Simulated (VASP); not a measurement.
# MgO (P6_3mc) in VASP: a series of runs

Runs on MgO. Level: PBE. Tasks: single point.

Program: VASP 6.6.1. These are calculated values, not measurements. Logs are shortened: lines on timing, memory, paths and dates and some standing lists are left out, and cuts for length are marked.

## 1. The crystal as given

Symmetry: P6_3mc, No. 186, hexagonal system. The conventional cell has a = 3.204 Å, b = 3.204 Å, c = 5.310 Å, α = 90.00°, β = 90.00°, γ = 120.00°. Mg (site symmetry 3m) is surrounded by 4 O at 1.92 to 2.13 Å. O (site symmetry 3m) is surrounded by 4 Mg at 1.92 to 2.13 Å.

Measurements of this composition are mostly on another form, of space group No. 225.

## 2. Single point, PBE

INCAR reads:

```
SYSTEM = MgO
  ALGO = Normal
  EDIFF = 1E-7
  ENCUT = 520
  GGA = PE
  ISIF = 2
  ISMEAR = 0
  LASPH = .TRUE.
  LCHARG = .FALSE.
  LREAL = .FALSE.
  LWAVE = .FALSE.
  NBANDS = 16
  NELM = 100
  PREC = Accurate
  SIGMA = 0.05
```

KPOINTS reads:

```
k-points
0
G
  9 9 6
  0 0 0
```

POSCAR reads:

```
MgO
1.0
    3.2043501923      0.0000000000      0.0000000000
   -1.6021750962      2.7750486692      0.0000000000
    0.0000000000      0.0000000000      5.3097698531
Mg O
2 2
Direct
    0.3333333333      0.6666666667      0.0021597400
    0.6666666667      0.3333333333      0.5021597400
    0.3333333333      0.6666666667      0.4024402600
    0.6666666667      0.3333333333      0.9024402600
```

Potentials or basis: VASP PAW PBE potentials, release 64 (Mg, O).

On the command line:

```sh
$ cat potpaw_PBE.64/Mg/POTCAR potpaw_PBE.64/O/POTCAR > POTCAR
$ mpirun -np 1 vasp_std > vasp.out
```

OUTCAR:

```text
SYSTEM = MgO
   EDIFF = 1E-7
   ENCUT = 520
   GGA = PE
   ISIF = 2
   ISMEAR = 0
   LASPH = .TRUE.
   LREAL = .FALSE.
   NELM = 100
   PREC = Accurate

 ion  position               nearest neighbor table
   1  0.333  0.667  0.002-   4 1.92   4 1.92   4 1.92   3 2.13   2 3.24   2 3.24   2 3.24   2 3.24
                             2 3.24   2 3.24
   2  0.667  0.333  0.502-   3 1.92   3 1.92   3 1.92   4 2.13   1 3.24   1 3.24   1 3.24   1 3.24
                             1 3.24   1 3.24
   3  0.333  0.667  0.402-   2 1.92   2 1.92   2 1.92   1 2.13
   4  0.667  0.333  0.902-   1 1.92   1 1.92   1 1.92   2 2.13

  LATTYP: Found a hexagonal cell.
 ALAT       =     3.2043501923
 C/A-ratio  =     1.6570504266

  Lattice vectors:

 A1 = (   3.2043501923,   0.0000000000,   0.0000000000)
 A2 = (  -1.6021750962,   2.7750486692,   0.0000000000)
 A3 = (   0.0000000000,   0.0000000000,   5.3097698531)

Analysis of symmetry for initial positions (statically):
=====================================================================
 Subroutine PRICEL returns:
 Original cell was already a primitive cell.

 Routine SETGRP: Setting up the symmetry group for a
 hexagonal supercell.

 Subroutine GETGRP returns: Found 12 space group operations
 (whereof  6 operations were pure point group operations)
 out of a pool of 24 trial point group operations.

The static configuration has the point symmetry C_3v.
 The point group associated with its full space group is C_6v.

Analysis of symmetry for dynamics (positions and initial velocities):
=====================================================================
 Subroutine PRICEL returns:
 Original cell was already a primitive cell.

 Routine SETGRP: Setting up the symmetry group for a
 hexagonal supercell.

 Subroutine GETGRP returns: Found 12 space group operations
 (whereof  6 operations were pure point group operations)
 out of a pool of 24 trial point group operations.

The dynamic configuration has the point symmetry C_3v.
 The point group associated with its full space group is C_6v.

 Subroutine INISYM returns: Found 12 space group operations
 (whereof  6 operations are pure point group operations),
 and found     1 'primitive' translations

----------------------------------------------------------------------------------------

                                     Primitive cell

  volume of cell :      47.2157

  direct lattice vectors                    reciprocal lattice vectors
     3.204350192  0.000000000  0.000000000     0.312075753  0.180177020  0.000000000
    -1.602175096  2.775048669  0.000000000     0.000000000  0.360354040  0.000000000
     0.000000000  0.000000000  5.309769853     0.000000000  0.000000000  0.188332080

  length of vectors
     3.204350192  3.204350192  5.309769853     0.360354040  0.360354040  0.188332080

  position of ions in fractional coordinates (direct lattice)
     0.333333333  0.666666667  0.002159740
     0.666666667  0.333333333  0.502159740
     0.333333333  0.666666667  0.402440260
     0.666666667  0.333333333  0.902440260

  ion indices of the primitive-cell ions
   primitive index   ion index
                 1           1
                 2           2
                 3           3
                 4           4

----------------------------------------------------------------------------------------

 KPOINTS: k-points

Automatic generation of k-mesh.
 Grid dimensions read from file:
 generate k-points for:    9    9    6

 Generating k-lattice:

  Cartesian coordinates                     Fractional coordinates (reciprocal lattice)
     0.034675084  0.020019669  0.000000000     0.111111111  0.000000000  0.000000000
     0.000000000  0.040039338  0.000000000     0.000000000  0.111111111  0.000000000
     0.000000000  0.000000000  0.031388680     0.000000000  0.000000000  0.166666667

  Length of vectors
     0.040039338  0.040039338  0.031388680

  Shift w.r.t. Gamma in fractional coordinates (k-lattice)
     0.000000000  0.000000000  0.000000000

 Subroutine IBZKPT returns following result:
 ===========================================

 Found     48 irreducible k-points:

 Following reciprocal coordinates:
            Coordinates               Weight
  0.000000  0.000000  0.000000      1.000000
  0.111111  0.000000  0.000000      6.000000
  0.222222 -0.000000  0.000000      6.000000
  0.333333  0.000000  0.000000      6.000000
  0.444444 -0.000000  0.000000      6.000000
  0.111111  0.111111  0.000000      6.000000
[... 16 lines left out ...]
  0.333333  0.222222  0.166667     24.000000
  0.333333  0.333333  0.166667      4.000000
 [... further k-points ...]
   k-points           NKPTS =     48   k-points in BZ     NKDIM =     48   number of bands    NBANDS=     16
   number of dos      NEDOS =    301   number of ions     NIONS =      4
   total plane-waves  NPLWV =  23040
   dimension x,y,z NGX =    24 NGY =   24 NGZ =   40
   dimension x,y,z NGXF=    48 NGYF=   48 NGZF=   80
   ions per type =               2   2
   NGX,Y,Z   is equivalent  to a cutoff of  12.45, 12.45, 12.52 a.u.
   NGXF,Y,Z  is equivalent  to a cutoff of  24.90, 24.90, 25.05 a.u.
 SYSTEM =  MgO
   PREC   = accura    normal or accurate (medium, high low for compatibility)
   ISTART =      0    job   : 0-new  1-cont  2-samecut
   ICHARG =      2    charge: 1-file 2-atom 10-const
   ISPIN  =      1    spin polarized calculation?
   LNONCOLLINEAR =      F non collinear calculations
   LSORBIT =      F    spin-orbit coupling
   LASPH  =      T    aspherical Exc in radial PAW
   ENCUT  =  520.0 eV  38.22 Ry    6.18 a.u.   5.96  5.96  9.87*2*pi/ulx,y,z
   NELM   =    100;   NELMIN=  2; NELMDL= -5     # of ELM steps
   EDIFF  = 0.1E-06   stopping-criterion for ELM
   LREAL  =      F    real-space projection
   EDIFFG = 0.1E-05   stopping-criterion for IOM
   NSW    =      0    number of steps for IOM
   IBRION =     -1    ionic relax: 0-MD 1-quasi-New 2-CG
   NFREE  =      0    steps in history (QN), initial steepest desc. (CG)
   ISIF   =      2    stress and relaxation
   ISYM   =      2    0-nonsym 1-usesym 2-fastsym
   POTIM  = 0.5000    time-step for ionic-motion
   TEBEG  =    0.0;   TEEND  =   0.0 temperature during run
   PSTRESS=    0.0 pullay stress
   NELECT =      16.0000    total number of electrons
   NUPDOWN=      -1.0000    fix difference up-down
   EMIN   =  10.00;   EMAX   =-10.00  energy-range for DOS
   EFERMI =   0.00;   METHOD = LEGACY
   ISMEAR =     0;   SIGMA  =   0.05  broadening in eV -4-tet -1-fermi 0-gaus
   EFERMI_NEDOS =   21; number of points for ismear=-14 and -15
   IALGO  =     38    algorithm
   IMIX   =      4    mixing-type and parameters
     AMIX     =   0.40;   BMIX     =  1.00
     AMIX_MAG =   1.60;   BMIX_MAG =  1.00
  volume/ion in A,a.u.               =      11.80        79.66
  Fermi-wavevector in a.u.,A,eV,Ry     =   1.141351  2.156842 17.724080  1.302683
  Thomas-Fermi vector in A             =   2.278052
   LORBIT       =      0    0 simple, 1 ext, 2 COOP (PROOUT), +10 PAW based schemes
   GGA     = PE    functional components
   LHFCALC =     F    Hartree Fock is set to
   AEXX    =    0.0000 exact exchange contribution
   IVDW    =     0    specifies the selected vdW correction
   LEPSILON=     F    determine dielectric tensor
   LRPA    =     F    only Hartree local field effects (RPA)
 non-spin polarized calculation
 Gauss-broadening in eV      SIGMA  =   0.05
  energy-cutoff  :      520.00
  volume of cell :       47.22
 maximum number of plane-waves:      1290
 NGX is ok and might be reduce to    24

 number of electron      15.9999999 magnetization

 Free energy of the ion-electron system (eV)
  ---------------------------------------------------
  ext. energy  EPLUGINS =         0.00000000
  ---------------------------------------------------
  free energy    TOTEN  =       -23.35442941 eV

  energy without entropy =      -23.35442941  energy(sigma->0) =      -23.35442941

 E-fermi :   1.2197     XC(G=0):  -9.7340

 val. band max:        0.9611638507   @ k =   0.0000   0.0000   0.0000
 cond. band min:       4.5823615262   @ k =   0.0000   0.0000   0.0000
 fundamental gap:      3.6211976756
 Fermi energy:         1.2196813701

 k-point     1 :       0.0000    0.0000    0.0000
  band No.  band energies     occupation
      1     -15.1359      2.00000
      2     -14.4823      2.00000
      3      -2.2688      2.00000
      4       0.5221      2.00000
      5       0.5221      2.00000
      6       0.7364      2.00000
[... 8 lines left out ...]
     15      18.2252      0.00000
     16      18.2252      0.00000

 k-point     2 :       0.1111    0.0000    0.0000
  band No.  band energies     occupation
      1     -15.0685      2.00000
      2     -14.4483      2.00000
      3      -2.1350      2.00000
      4       0.1714      2.00000
      5       0.3505      2.00000
      6       0.4466      2.00000
[... 8 lines left out ...]
     15      17.4263      0.00000
     16      18.1012      0.00000

 k-point     3 :       0.2222   -0.0000    0.0000
  band No.  band energies     occupation
      1     -14.8888      2.00000
      2     -14.3657      2.00000
      3      -1.7576      2.00000
      4      -0.6997      2.00000
      5      -0.2706      2.00000
      6       0.2860      2.00000
[... 8 lines left out ...]
     15      16.4851      0.00000
     16      17.2139      0.00000

 k-point     4 :       0.3333    0.0000    0.0000
  band No.  band energies     occupation
      1     -14.6603      2.00000
      2     -14.2849      2.00000
      3      -1.4967      2.00000
      4      -1.2146      2.00000
      5      -0.8536      2.00000
      6       0.1283      2.00000
[... 8 lines left out ...]
     15      15.8998      0.00000
     16      17.4218      0.00000
[... 324 lines left out ...]
 k-point    22 :       0.2222    0.2222    0.1667
  band No.  band energies     occupation
      1     -14.5306      2.00000
      2     -14.2765      2.00000
      3      -1.5086      2.00000
      4      -1.3150      2.00000
      5      -0.4842      2.00000
      6      -0.2370      2.00000
[... 8 lines left out ...]
     15      14.7943      0.00000
     16      18.0422      0.00000

 k-point    23 :       0.3333    0.2222    0.1667
  band No.  band energies     occupation
      1     -14.3847      2.00000
      2     -14.2608      2.00000
      3      -1.6844      2.00000
      4      -1.1892      2.00000
      5      -0.6647      2.00000
      6      -0.2052      2.00000
[... 8 lines left out ...]
     15      14.5991      0.00000
     16      18.0214      0.00000

 k-point    24 :       0.3333    0.3333    0.1667
  band No.  band energies     occupation
      1     -14.2950      2.00000
      2     -14.2950      2.00000
      3      -1.4943      2.00000
      4      -1.0038      2.00000
      5      -1.0038      2.00000
      6      -0.4926      2.00000
[... 8 lines left out ...]
     15      14.5493      0.00000
     16      19.0480      0.00000

 [... further k-points ...]
[... 5 lines left out ...]
  --------------------------------------------------------------------------------------
  -------------------------------------------------------------------------------------
  Total        3.4305492      3.4305492     -1.7743009     -0.0000000      0.0000000      0.0000000
  in kB      116.4093744    116.4093744    -60.2076382     -0.0000000      0.0000000      0.0000000
  external PRESSURE =      57.5370368 kB  Pullay stress =       0.0000000 kB

 VOLUME and BASIS-vectors are now :
 -----------------------------------------------------------------------------
  energy-cutoff  :      520.00
  volume of cell :       47.22
      direct lattice vectors                 reciprocal lattice vectors
     3.204350192  0.000000000  0.000000000     0.312075753  0.180177020  0.000000000
    -1.602175096  2.775048669  0.000000000     0.000000000  0.360354040  0.000000000
     0.000000000  0.000000000  5.309769853     0.000000000  0.000000000  0.188332080

 POSITION                                       TOTAL-FORCE (eV/Angst)
 -----------------------------------------------------------------------------------
     -0.00000      1.85003      0.01147         0.000000     -0.000000      0.762634
      1.60218      0.92502      2.66635        -0.000000      0.000000      0.762634
     -0.00000      1.85003      2.13687         0.000000     -0.000000     -0.762634
      1.60218      0.92502      4.79175         0.000000      0.000000     -0.762634
 -----------------------------------------------------------------------------------
    total drift:                               -0.000000      0.000000      0.000294

  FREE ENERGIE OF THE ION-ELECTRON SYSTEM (eV)
  ---------------------------------------------------
  free  energy   TOTEN  =       -23.3544294139 eV

  energy  without entropy=      -23.3544294139  energy(sigma->0) =      -23.35442941
```

Wall time 19 s (1 thread of Intel Xeon Platinum 8488C (Sapphire Rapids), shared host); peak memory 0.17 GiB.

Results:

- Free energy: -23.3544 eV
- Pressure: 5.8 GPa
- Largest force: 0.763 eV/Å
- Band gap on the k mesh: 3.62 eV, direct

Forces in eV/Å, atoms in the order of the input:
```
Mg   0.000  0.000  0.763
Mg   0.000  0.000  0.763
O    0.000  0.000 -0.763
O    0.000  0.000 -0.763
```

Levels at points of the mesh, in eV from the valence-band top:
```tsv
k point	band 6	band 7	band 8	band 9	band 10	band 11
(0.00, 0.00, 0.00)	-0.22	-0.22	0.00	3.62	8.88	9.92
(0.00, 0.00, 0.50)	-0.33	-0.33	-0.33	6.10	6.10	12.80
```

Caveat: an odd mesh through Γ misses points on the zone boundary, where band edges often lie.

## 3. Single point, PBE

This run uses another cell than the first one, of the same volume but with other edges.

INCAR reads:

```
SYSTEM = MgO
ALGO     = Normal         ! electronic algorithm
EDIFF    = 1E-6           ! SCF threshold, eV
ENCUT    = 520            ! plane-wave cutoff, eV
GGA      = PE             ! functional
ISIF     = 2              ! what is computed and relaxed
ISMEAR   = 0              ! smearing method
LASPH    = .TRUE.         ! aspherical terms in the spheres
LCHARG   = .TRUE.         ! write CHGCAR
LELF     = .TRUE.         ! ELF
LREAL    = .FALSE.        ! projectors in reciprocal space
LVHAR    = .TRUE.       
LWAVE    = .FALSE.        ! write WAVECAR
NBANDS   = 16             ! bands
NELM     = 100            ! most SCF steps
PREC     = Accurate       ! precision mode
SIGMA    = 0.05           ! smearing width, eV
```

KPOINTS is that of step 2.

POSCAR reads:

```
MgO
1.0
    3.0307939861      0.0000000000      0.0000000000
   -1.5153969931      2.6247445856      0.0000000000
    0.0000000000      0.0000000000      5.9353018253
Mg O
2 2
Direct
    0.3333333333      0.6666666667      0.0021597400
    0.6666666667      0.3333333333      0.5021597400
    0.3333333333      0.6666666667      0.4024402600
    0.6666666667      0.3333333333      0.9024402600
```

Potentials or basis: VASP PAW PBE potentials, release 64 (Mg, O).

On the command line:

```sh
$ cat potpaw_PBE.64/Mg/POTCAR potpaw_PBE.64/O/POTCAR > POTCAR
$ mpirun -np 1 vasp_std > vasp.out
```

Wall time 22 s (1 thread of Intel Xeon Platinum 8488C (Sapphire Rapids), shared host); peak memory 0.19 GiB.

Results (log left out):

```
Free energy            : -22.2925 eV
Pressure               : 17.0 GPa
Largest force          : 1.354 eV/Å
Band gap on the k mesh : 3.33 eV, direct
```

Forces in eV/Å, atoms in the order of the input:
```
Mg   0.000  0.000  1.354
Mg   0.000  0.000  1.354
O    0.000  0.000 -1.354
O    0.000  0.000 -1.354
```

Stress tensor (GPa, compression positive):
```
 32.59   0.00   0.00
  0.00  32.59   0.00
  0.00   0.00 -14.24
```

Levels at points of the mesh, in eV from the valence-band top:
```
           k point  band 5  band 6  band 7  band 8  band 9  band 10  band 11  band 12
(0.00, 0.00, 0.00)   -0.08   -0.08    0.00    0.00    3.33     8.69     9.54    14.36
(0.00, 0.00, 0.50)   -0.04   -0.04   -0.04   -0.04    5.77     5.77    12.14    12.14
```

Caveat: so large a pressure means that the cell lies far from this level's equilibrium, or that cutoff or potentials fall short; an odd mesh through Γ misses points on the zone boundary, where band edges often lie; forces of over 1 eV/Å show positions far from the minimum, so gaps and moduli don't describe the material at rest. As with any semilocal functional, this PBE gap is likely too small.

## 4. Single point, PBE

This run uses another cell than the first one, of the same volume but with other edges.

INCAR reads:

```
SYSTEM = MgO
ALGO = Normal ; EDIFF = 1E-6
ENCUT = 520 ; GGA = PE
ISIF = 2 ; ISMEAR = 0
LASPH = .True. ; LCHARG = .False.
LREAL = .False. ; LWAVE = .False.
NBANDS = 16 ; NELM = 100
PREC = Accurate ; SIGMA = 0.05
```

KPOINTS reads:

```
k-points
0
Gamma
  9 9 6
  0 0 0
```

POSCAR reads:

```
MgO
1.0
    3.4919221997      0.0000000000      0.0000000000
   -1.7459610999      3.0240933330      0.0000000000
    0.0000000000      0.0000000000      4.4712249954
Mg O
2 2
Direct
    0.3333333333      0.6666666667      0.0021597400
    0.6666666667      0.3333333333      0.5021597400
    0.3333333333      0.6666666667      0.4024402600
    0.6666666667      0.3333333333      0.9024402600
```

On the command line:

```sh
$ cat potpaw_PBE.64/Mg/POTCAR potpaw_PBE.64/O/POTCAR > POTCAR
$ mpirun -np 1 vasp_std > vasp.out
```

Run time: 26 s. Hardware: 1 thread of Intel Xeon Platinum 8488C (Sapphire Rapids), shared host; peak memory 0.18 GiB.

Results (log left out):

* Free energy: -22.9462 eV
* Pressure: 6.3 GPa
* Largest force: 2.796 eV/Å
* Band gap on the k mesh: 3.29 eV, direct

Forces in eV/Å, atoms in the order of the input:
```
Mg   0.000  0.000 -2.796
Mg   0.000  0.000 -2.796
O    0.000  0.000  2.796
O    0.000  0.000  2.796
```

Stress tensor (GPa, compression positive):
```
-6.41  0.00  0.00
 0.00 -6.41  0.00
 0.00  0.00 31.60
```

Levels at points of the mesh, in eV from the valence-band top:
| k point | band 6 | band 7 | band 8 | band 9 | band 10 | band 11 |
| --- | --- | --- | --- | --- | --- | --- |
| (0.00, 0.00, 0.00) | -0.56 | -0.56 | 0.00 | 3.29 | 8.41 | 11.24 |
| (0.00, 0.00, 0.50) | -0.90 | -0.90 | -0.90 | 5.94 | 5.94 | 13.12 |

Caveat: an odd mesh through Γ misses points on the zone boundary, where band edges often lie; forces of over 1 eV/Å show positions far from the minimum, so gaps and moduli don't describe the material at rest.
